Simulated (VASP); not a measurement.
# HfO2 (Fm-3m) in VASP: Born charges and dielectric tensor with LDA

Aim: the Born charges and dielectric tensor of HfO2 with LDA.

Program: VASP 6.6.1. These are calculated values, not measurements. Logs are shortened: lines on timing, memory, paths and dates and some standing lists are left out, and cuts for length are marked.

### Step 1. The crystal as given

Symmetry: Fm-3m, No. 225, cubic system. The conventional cell has a = 4.980 Å, b = 4.980 Å, c = 4.980 Å, α = 90.00°, β = 90.00°, γ = 90.00°. Around Hf (site symmetry m-3m) lie 8 O at 2.16 Å. Around O (site symmetry -43m) lie 4 Hf at 2.16 Å.

Measurements of this composition are mostly on another form, of space group No. 14.

### Step 2. Born charges and dielectric tensor, LDA

Input file INCAR:

```
PREC = Accurate
ENCUT = 600
EDIFF = 1E-8
ISMEAR = 0
SIGMA = 0.02
LREAL = False
LASPH = True
NELM = 100
ALGO = Normal
ISIF = 2
LWAVE = False
LCHARG = False
LEPSILON = True
IBRION = 8
NSW = 1
```

Input file KPOINTS:

```
Automatic mesh
0
Gamma
  10 10 10
```

Input file POSCAR:

```
HfO2
1.0
    0.0000000000      2.4899300000      2.4899300000
    2.4899300000      0.0000000000      2.4899300000
    2.4899300000      2.4899300000      0.0000000000
Hf O
1 2
Direct
    1.0000000000      0.0000000000      1.0000000000
    0.7500000000      0.7500000000      0.7500000000
    0.2500000000      0.2500000000      0.2500000000
```

Potentials or basis: VASP PAW LDA potentials, release 64 (Hf_pv, O).

Launch:

```sh
> cat potpaw_LDA.64/Hf_pv/POTCAR potpaw_LDA.64/O/POTCAR > POTCAR
> mpirun -np 1 vasp_std > vasp.out
```

OUTCAR:

```text
PREC = Accurate
   ENCUT = 600
   EDIFF = 1E-8
   ISMEAR = 0
   LREAL = False
   LASPH = True
   NELM = 100
   ISIF = 2
   LEPSILON = True
   IBRION = 8
   NSW = 1

 ion  position               nearest neighbor table
   1  0.000  0.000  0.000-   2 2.16   2 2.16   2 2.16   2 2.16   3 2.16   3 2.16   3 2.16   3 2.16

   2  0.750  0.750  0.750-   1 2.16   1 2.16   1 2.16   1 2.16
   3  0.250  0.250  0.250-   1 2.16   1 2.16   1 2.16   1 2.16

  LATTYP: Found a face centered cubic cell.
 ALAT       =     4.9798600000

  Lattice vectors:

 A1 = (   0.0000000000,   2.4899300000,   2.4899300000)
 A2 = (   2.4899300000,   0.0000000000,   2.4899300000)
 A3 = (   2.4899300000,   2.4899300000,   0.0000000000)

Analysis of symmetry for initial positions (statically):
=====================================================================
 Subroutine PRICEL returns:
 Original cell was already a primitive cell.

 Routine SETGRP: Setting up the symmetry group for a
 face centered cubic supercell.

 Subroutine GETGRP returns: Found 48 space group operations
 (whereof 48 operations were pure point group operations)
 out of a pool of 48 trial point group operations.

The static configuration has the point symmetry O_h .

Analysis of symmetry for dynamics (positions and initial velocities):
=====================================================================
 Subroutine PRICEL returns:
 Original cell was already a primitive cell.

 Routine SETGRP: Setting up the symmetry group for a
 face centered cubic supercell.

 Subroutine GETGRP returns: Found 48 space group operations
 (whereof 48 operations were pure point group operations)
 out of a pool of 48 trial point group operations.

The dynamic configuration has the point symmetry O_h .

 Subroutine INISYM returns: Found 48 space group operations
 (whereof 48 operations are pure point group operations),
 and found     1 'primitive' translations

----------------------------------------------------------------------------------------

                                     Primitive cell

  volume of cell :      30.8739

  direct lattice vectors                    reciprocal lattice vectors
     0.000000000  2.489930000  2.489930000    -0.200808858  0.200808858  0.200808858
     2.489930000  0.000000000  2.489930000     0.200808858 -0.200808858  0.200808858
     2.489930000  2.489930000  0.000000000     0.200808858  0.200808858 -0.200808858

  length of vectors
     3.521292775  3.521292775  3.521292775     0.347811145  0.347811145  0.347811145

  position of ions in fractional coordinates (direct lattice)
     0.000000000  0.000000000  0.000000000
     0.750000000  0.750000000  0.750000000
     0.250000000  0.250000000  0.250000000

  ion indices of the primitive-cell ions
   primitive index   ion index
                 1           1
                 2           2
                 3           3

----------------------------------------------------------------------------------------

 KPOINTS: Automatic mesh

Automatic generation of k-mesh.
 Grid dimensions read from file:
[... 599 lines left out ...]

--------------------------------------- Ionic step        3  -------------------------------------------

------------------------ aborting loop because EDIFF is reached ----------------------------------------

 PIEZOELECTRIC TENSOR FIELD DIRECTION 3  (e Angst)
 -----------------------------------------------------------------------------
     0.00000  0.00000  0.00000           ( -0.00000  0.00000  0.00000)
     0.00000  0.00000  0.00000           (  0.00000 -0.00000  0.00000)
    -0.00000  0.00000 -0.00033           (  0.00000  0.00000  0.00000)

 PIEZOELECTRIC TENSOR FIELD DIRECTION 3  (C/m^2)
 -----------------------------------------------------------------------------
     0.00000  0.00000  0.00000
     0.00000  0.00000  0.00000
    -0.00000  0.00000 -0.00017

--------------------------------------- Ionic step        4  -------------------------------------------

------------------------ aborting loop because EDIFF is reached ----------------------------------------

[... ionic steps 5 to 6 ...]

--------------------------------------- Ionic step        7  -------------------------------------------

 Free energy of the ion-electron system (eV)
  ---------------------------------------------------
  ---------------------------------------------------
  free energy    TOTEN  =        -0.36135677 eV

  energy without entropy =       -0.36135677

------------------------ aborting loop because EDIFF is reached ----------------------------------------

 INTERNAL STRAIN TENSOR  FOR ION    2  DIRECTION 1   (eV/Angst):
 -----------------------------------------------------------------------------
    -0.00015  0.00000  0.00000
     0.00000  0.00019  8.94015
     0.00000  8.94015  0.00019

 MACROSCOPIC STATIC DIELECTRIC TENSOR (including local field effects in DFT)
 ------------------------------------------------------
           5.333317     0.000000     0.000000
           0.000000     5.333317    -0.000000
          -0.000000    -0.000000     5.333317
 ------------------------------------------------------

 PIEZOELECTRIC TENSOR (including local field effects)  for field in x, y, z        (e  Angst)
          XX          YY          ZZ          XY          YZ          ZX
  --------------------------------------------------------------------------------
  x     0.00000     0.00000     0.00000     0.00000     0.00000     0.00000
  y     0.00000     0.00000     0.00000     0.00000     0.00000     0.00000
  z     0.00000     0.00000     0.00000     0.00000     0.00000     0.00000

 PIEZOELECTRIC TENSOR (including local field effects)  for field in x, y, z        (C/m^2)
          XX          YY          ZZ          XY          YZ          ZX
  --------------------------------------------------------------------------------
  x     0.00000     0.00000     0.00000     0.00000     0.00000     0.00000
  y     0.00000     0.00000     0.00000     0.00000     0.00000     0.00000
  z     0.00000     0.00000     0.00000     0.00000     0.00000     0.00000

 BORN EFFECTIVE CHARGES (including local field effects) (in |e|, cummulative output)
 ---------------------------------------------------------------------------------
 ion    1
    1     5.55456     0.00000     0.00000
    2     0.00000     5.55456     0.00000
    3     0.00000     0.00000     5.55456
 ion    2
    1    -2.77728     0.00000     0.00000
    2     0.00000    -2.77728     0.00000
    3     0.00000     0.00000    -2.77728
 ion    3
    1    -2.77728     0.00000     0.00000
    2     0.00000    -2.77728     0.00000
    3     0.00000     0.00000    -2.77728

 INTERNAL STRAIN TENSOR FOR ION    3 for displacements in x,y,z  (eV/Angst):
          X           Y           Z          XY          YZ          ZX
  --------------------------------------------------------------------------------
  x     0.00000     0.00000     0.00000     0.00000    -8.94015     0.00000
  y     0.00000     0.00000     0.00000     0.00000     0.00000    -8.94015
  z     0.00000     0.00000     0.00000    -8.94015     0.00000     0.00000

 SECOND DERIVATIVES (NOT SYMMETRIZED)
 ------------------------------------
               1X          1Y          1Z          2X          2Y          2Z          3X          3Y          3Z
  1X    -6.776697    0.000000    0.000000    3.388348    0.000000    0.000000    3.388348    0.000000    0.000000
  1Y     0.000000   -6.776697    0.000000    0.000000    3.388348    0.000000    0.000000    3.388348    0.000000
  1Z     0.000000    0.000000   -6.776697    0.000000    0.000000    3.388348    0.000000    0.000000    3.388348
  2X     3.395399    0.000000    0.000000  -12.537619    0.000000    0.000000    9.142220    0.000000   -0.000000
  2Y     0.000000    3.395399    0.000000    0.000000  -12.537619    0.000000    0.000000    9.142220    0.000000
  2Z     0.000000    0.000000    3.395399    0.000000    0.000000  -12.537619   -0.000000    0.000000    9.142220
  3X     3.395399    0.000000    0.000000    9.142220    0.000000   -0.000000  -12.537619    0.000000    0.000000
  3Y     0.000000    3.395399    0.000000    0.000000    9.142220    0.000000    0.000000  -12.537619    0.000000
  3Z     0.000000    0.000000    3.395399   -0.000000    0.000000    9.142220    0.000000    0.000000  -12.537619

 Eigenvectors and eigenvalues of the dynamical matrix
 ----------------------------------------------------

   1 f  =   18.197795 THz   114.340115 2PiTHz  607.013087 cm-1    75.259997 meV
             X         Y         Z           dx          dy          dz
      0.000000  0.000000  0.000000     0.000000    0.000000    0.000000
      3.734895  3.734895  3.734895     0.707025   -0.010740   -0.000000
      1.244965  1.244965  1.244965    -0.707025    0.010740    0.000000
[... 43 lines left out ...]
   9 f/i=    0.002916 THz     0.018322 2PiTHz    0.097270 cm-1     0.012060 meV
             X         Y         Z           dx          dy          dz
      0.000000  0.000000  0.000000     0.013180   -0.060901    0.918890
      3.734895  3.734895  3.734895     0.003942   -0.018215    0.274831
      1.244965  1.244965  1.244965     0.003942   -0.018215    0.274831

--------------------------------------------------------------------------------------------------------

 MACROSCOPIC STATIC DIELECTRIC TENSOR IONIC CONTRIBUTION
 ------------------------------------------------------
          26.665770     0.000000    -0.000000
           0.000000    26.665770    -0.000000
          -0.000000    -0.000000    26.665770
 ------------------------------------------------------

 ELASTIC MODULI CONTR FROM IONIC RELAXATION (kBar)
 Direction    XX          YY          ZZ          XY          YZ          ZX
 --------------------------------------------------------------------------------
 XX          -0.0000     -0.0000     -0.0000      0.0000      0.0000      0.0000
 YY          -0.0000     -0.0000     -0.0000      0.0000      0.0000      0.0000
 ZZ          -0.0000     -0.0000     -0.0000      0.0000      0.0000      0.0000
 XY           0.0000      0.0000      0.0000   -382.6333     -0.0000     -0.0000
 YZ           0.0000      0.0000      0.0000     -0.0000   -382.6333      0.0000
 ZX           0.0000      0.0000      0.0000     -0.0000      0.0000   -382.6333
 --------------------------------------------------------------------------------

 PIEZOELECTRIC TENSOR IONIC CONTR  for field in x, y, z        (C/m^2)
          XX          YY          ZZ          XY          YZ          ZX
  --------------------------------------------------------------------------------
  x    -0.00000    -0.00000    -0.00000     0.00000     0.00000     0.00000
  y     0.00000     0.00000     0.00000     0.00000    -0.00000     0.00000
  z     0.00000     0.00000     0.00000     0.00000    -0.00000    -0.00000
```

It took 4.3 min on 1 thread of Intel Xeon Platinum 8559C (Emerald Rapids), shared host; peak memory 0.42 GiB.

What came out:

```
Band gap on the k mesh                                  : 3.74 eV, direct
Electronic dielectric tensor (diagonal)                 : 5.33
Born charges (mean of the diagonal)                     : Hf +5.55; O -2.78 e
Highest phonon frequency at Γ, LO-TO splitting left out : 607 cm⁻¹
```

Phonon frequencies in cm⁻¹ (negative: imaginary):
```
              q point                    frequencies
(0.000, 0.000, 0.000)  0 0 0 261 261 261 607 607 607
```

Electronic dielectric tensor:
```
5.33 0.00 0.00
0.00 5.33 0.00
0.00 0.00 5.33
```

Born effective charge tensors (e):
atom 1, Hf
```
5.55 0.00 0.00
0.00 5.55 0.00
0.00 0.00 5.55
```
atom 2, O
```
-2.78  0.00  0.00
 0.00 -2.78  0.00
 0.00  0.00 -2.78
```
atom 3, O
```
-2.78  0.00  0.00
 0.00 -2.78  0.00
 0.00  0.00 -2.78
```

Caveat: spin-orbit coupling is left out, which moves the levels of the heavy elements. A k mesh can miss the band edges.
